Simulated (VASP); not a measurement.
# SrO (Fm-3m) in VASP: notebook, part 2 of 2

VASP 6.6.1. Earlier steps stand in the parts before.

## 4. Single point, PBE

This run uses another cell than the first one: it holds 2 atoms, not 8.

Input file INCAR:

```
SYSTEM = SrO
  PREC = Accurate
  ENCUT = 900
  EDIFF = 1E-7
  ISMEAR = 0
  SIGMA = 0.05
  LREAL = .FALSE.
  LASPH = .TRUE.
  NELM = 100
  ALGO = Normal
  ISIF = 2
  LWAVE = .FALSE.
  LCHARG = .FALSE.
  GGA = PE
  ADDGRID = .FALSE.
```

Input file KPOINTS:

```
Automatic mesh
0
G
  11 11 11
  0 0 0
```

Input file POSCAR:

```
SrO
1.0
    0.0000000000      2.5663000000      2.5663000000
    2.5663000000      0.0000000000      2.5663000000
    2.5663000000      2.5663000000      0.0000000000
Sr O
1 1
Direct
    0.5000000000      0.5000000000      0.5000000000
    0.0000000000      0.0000000000      0.0000000000
```

Potentials or basis: VASP PAW PBE potentials, release 64 (Sr_sv, O_h).

Run with:

```bash
$ cat potpaw_PBE.64/Sr_sv/POTCAR potpaw_PBE.64/O_h/POTCAR > POTCAR
$ mpirun -np 1 vasp_std > vasp.out
```

OUTCAR:

```text
SYSTEM = SrO
   PREC = Accurate
   ENCUT = 900
   EDIFF = 1E-7
   ISMEAR = 0
   LREAL = .FALSE.
   LASPH = .TRUE.
   NELM = 100
   ISIF = 2
   GGA = PE

 Found     56 irreducible k-points:

 Following reciprocal coordinates:
            Coordinates               Weight
  0.000000  0.000000  0.000000      1.000000
  0.090909  0.000000  0.000000      8.000000
  0.181818  0.000000  0.000000      8.000000
  0.272727  0.000000  0.000000      8.000000
  0.363636  0.000000  0.000000      8.000000
  0.454545  0.000000  0.000000      8.000000
   k-points           NKPTS =     56   k-points in BZ     NKDIM =     56   number of bands    NBANDS=     12
   number of dos      NEDOS =    301   number of ions     NIONS =      2
   total plane-waves  NPLWV =  46656
   dimension x,y,z NGX =    36 NGY =   36 NGZ =   36
   dimension x,y,z NGXF=    72 NGYF=   72 NGZF=   72
   ions per type =               1   1
   NGX,Y,Z   is equivalent  to a cutoff of  16.49, 16.49, 16.49 a.u.
   NGXF,Y,Z  is equivalent  to a cutoff of  32.98, 32.98, 32.98 a.u.
 SYSTEM =  SrO
   PREC   = accura    normal or accurate (medium, high low for compatibility)
   ISTART =      0    job   : 0-new  1-cont  2-samecut
   ICHARG =      2    charge: 1-file 2-atom 10-const
   ISPIN  =      1    spin polarized calculation?
   LNONCOLLINEAR =      F non collinear calculations
   LSORBIT =      F    spin-orbit coupling
   LASPH  =      T    aspherical Exc in radial PAW
   ENCUT  =  900.0 eV  66.15 Ry    8.13 a.u.   8.88  8.88  8.88*2*pi/ulx,y,z
   NELM   =    100;   NELMIN=  2; NELMDL= -5     # of ELM steps
   EDIFF  = 0.1E-06   stopping-criterion for ELM
   LREAL  =      F    real-space projection
   EDIFFG = 0.1E-05   stopping-criterion for IOM
   NSW    =      0    number of steps for IOM
   IBRION =     -1    ionic relax: 0-MD 1-quasi-New 2-CG
   NFREE  =      0    steps in history (QN), initial steepest desc. (CG)
   ISIF   =      2    stress and relaxation
   ISYM   =      2    0-nonsym 1-usesym 2-fastsym
   POTIM  = 0.5000    time-step for ionic-motion
   TEBEG  =    0.0;   TEEND  =   0.0 temperature during run
   PSTRESS=    0.0 pullay stress
   NELECT =      16.0000    total number of electrons
   NUPDOWN=      -1.0000    fix difference up-down
   EMIN   =  10.00;   EMAX   =-10.00  energy-range for DOS
   EFERMI =   0.00;   METHOD = LEGACY
   ISMEAR =     0;   SIGMA  =   0.05  broadening in eV -4-tet -1-fermi 0-gaus
   EFERMI_NEDOS =   21; number of points for ismear=-14 and -15
   IALGO  =     38    algorithm
   IMIX   =      4    mixing-type and parameters
     AMIX     =   0.40;   BMIX     =  1.00
     AMIX_MAG =   1.60;   BMIX_MAG =  1.00
  volume/ion in A,a.u.               =      16.90       114.06
  Fermi-wavevector in a.u.,A,eV,Ry     =   1.275843  2.410995 22.147245  1.627777
  Thomas-Fermi vector in A             =   2.408533
   LORBIT       =      0    0 simple, 1 ext, 2 COOP (PROOUT), +10 PAW based schemes
   GGA     = PE    functional components
   LHFCALC =     F    Hartree Fock is set to
   AEXX    =    0.0000 exact exchange contribution
   IVDW    =     0    specifies the selected vdW correction
   LEPSILON=     F    determine dielectric tensor
   LRPA    =     F    only Hartree local field effects (RPA)
 non-spin polarized calculation
 Gauss-broadening in eV      SIGMA  =   0.05
  energy-cutoff  :      900.00
  volume of cell :       33.80
 maximum number of plane-waves:      2102
   NGX = 17   NGY = 17   NGZ = 17

 number of electron      16.0000002 magnetization

 Free energy of the ion-electron system (eV)
  ---------------------------------------------------
  ext. energy  EPLUGINS =         0.00000000
  ---------------------------------------------------
  free energy    TOTEN  =       -12.04311645 eV

  energy without entropy =      -12.04311645  energy(sigma->0) =      -12.04311645

 E-fermi :   2.1248     XC(G=0): -10.0544

 val. band max:        1.9151106736   @ k =   0.0000   0.0000   0.0000
 cond. band min:       5.2188256913   @ k =   0.4545   0.4545   0.0000
 fundamental gap:      3.3037150177
 Fermi energy:         2.1248239870

 k-point     1 :       0.0000    0.0000    0.0000
  band No.  band energies     occupation
      1     -30.4526      2.00000
      2     -13.1811      2.00000
      3     -12.0850      2.00000
      4     -12.0850      2.00000
      5     -12.0850      2.00000
      6       1.9151      2.00000
      7       1.9151      2.00000
      8       1.9151      2.00000
      9       5.9406      0.00000
     10       8.1406      0.00000
     11       8.1406      0.00000
     12       8.1406      0.00000
[... 61 lines left out ...]
 k-point     6 :       0.4545    0.0000    0.0000
  band No.  band energies     occupation
      1     -30.3138      2.00000
      2     -14.6917      2.00000
      3     -12.1658      2.00000
      4     -12.1658      2.00000
      5     -10.9102      2.00000
      6      -0.2314      2.00000
      7       0.7872      2.00000
      8       0.7872      2.00000
      9       8.4558      0.00000
     10      10.3183      0.00000
     11      10.7244      0.00000
     12      10.7244      0.00000

 [... further k-points ...]
[... 5 lines left out ...]
  --------------------------------------------------------------------------------------
  -------------------------------------------------------------------------------------
  Total        0.7739146      0.7739146      0.7739146      0.0000000      0.0000000     -0.0000000
  in kB       36.6818597     36.6818597     36.6818597      0.0000000      0.0000000     -0.0000000
  external PRESSURE =      36.6818597 kB  Pullay stress =       0.0000000 kB

 VOLUME and BASIS-vectors are now :
 -----------------------------------------------------------------------------
  energy-cutoff  :      900.00
  volume of cell :       33.80
      direct lattice vectors                 reciprocal lattice vectors
     0.000000000  2.566300000  2.566300000    -0.194833028  0.194833028  0.194833028
     2.566300000  0.000000000  2.566300000     0.194833028 -0.194833028  0.194833028
     2.566300000  2.566300000  0.000000000     0.194833028  0.194833028 -0.194833028

 POSITION                                       TOTAL-FORCE (eV/Angst)
 -----------------------------------------------------------------------------------
      2.56630      2.56630      2.56630        -0.000000     -0.000000     -0.000000
      0.00000      0.00000      0.00000         0.000000      0.000000      0.000000
 -----------------------------------------------------------------------------------
    total drift:                                0.000000      0.000000      0.000000

  FREE ENERGIE OF THE ION-ELECTRON SYSTEM (eV)
  ---------------------------------------------------
  free  energy   TOTEN  =       -12.0431164514 eV

  energy  without entropy=      -12.0431164514  energy(sigma->0) =      -12.04311645
```

stdout:

```text
POSCAR found type information on POSCAR SrO
 POSCAR found :  2 types and       2 ions
 scaLAPACK will be used
 LDA part: xc-table for (Slater+PW92), standard interpolation
 POSCAR, INCAR and KPOINTS ok, starting setup
 FFT: planning ... GRIDC
 FFT: planning ... GRID_SOFT
 FFT: planning ... GRID
 WAVECAR not read
 entering main loop
```

Run time: 87 s. Hardware: 1 thread of Intel Xeon Platinum 8375C at 2.90GHz (Ice Lake), shared host; peak memory 0.24 GiB.

The run converged, but some of its settings lie outside the range that counts as converged, so its numbers aren't taken as properties of the crystal.

What came out:

| Item | Value |
| --- | --- |
| Free energy | -12.0431 eV |
| Pressure | 3.7 GPa |
| Band gap on the k mesh | 3.30 eV, indirect (least direct gap 3.39 eV) |

Caveat: the cutoff is under 1.25 times the usual one of these potentials, so pressure, stress and relaxed cells hold a basis-set (Pulay) error; an odd mesh through Γ misses points on the zone boundary, where band edges often lie.

## 5. Single point, PBE

This run uses another cell than the first one: it holds 2 atoms, not 8.

Changes to INCAR since step 4:

```diff
@@ -2,3 +2,3 @@
   PREC = Accurate
-  ENCUT = 900
+  ENCUT = 1100
   EDIFF = 1E-7
```

KPOINTS is that of step 4.

POSCAR is that of step 4.

Run with:

```bash
$ cat potpaw_PBE.64/Sr_sv/POTCAR potpaw_PBE.64/O_h/POTCAR > POTCAR
$ mpirun -np 1 vasp_std > vasp.out
```

It took 1.9 min on 1 thread of Intel Xeon Platinum 8375C at 2.90GHz (Ice Lake), shared host; peak memory 0.29 GiB.

These settings aren't checked as converged: the numbers below hold their error.

Results:

* Free energy: -12.0437 eV
* Pressure: 3.9 GPa
* Band gap on the k mesh: 3.30 eV, indirect (least direct gap 3.39 eV)

Caveat: an odd mesh through Γ misses points on the zone boundary, where band edges often lie.

## 6. For comparison

An earlier run on the cell as given: functional PBEsol; potentials or basis VASP PAW PBE potentials, release 64 (Sr_sv, O); cutoff 520 eV; k mesh 9 × 9 × 9; occupations fermi-dirac, width 0.05 eV; no spin polarisation.

- Pressure: 0.1 GPa
- Band gap on the k mesh: 3.21 eV, indirect (least direct gap 3.30 eV)

## 7. Overview

| task | level | potentials or basis | cell | k mesh | cutoff (eV) | smearing | optimiser | ladder | gap on the mesh (eV) | pressure (GPa) |
| --- | --- | --- | --- | --- | --- | --- | --- | --- | --- | --- |
| atomic charges | LDA | VASP PAW LDA potentials, release 64 (Sr_sv, O) | as given | 5 × 5 × 5 | 520 | gaussian 0.01 eV | - | - | 3.10 | -3.1 |
| relaxation of cell and atoms | PBE+D2 | VASP PAW PBE potentials, release 64 (Sr_sv, O) | relaxed | 9 × 9 × 9 | 600 | tetrahedron | LBFGS | - | 3.32 | 0.0 |
| single point | PBEsol | VASP PAW PBE potentials, release 64 (Sr_sv, O) | as given | 9 × 9 × 9 | 520 | fermi-dirac 0.05 eV | - | free | 3.21 | 0.1 |

Alike in all rows: no spin polarisation.

Caveats: an odd mesh through Γ misses points on the zone boundary, where band edges often lie; the PAW data sets were made with another functional, which shifts forces and pressure a little (some runs).

Absolute energies hang on the potentials; compare differences alone.
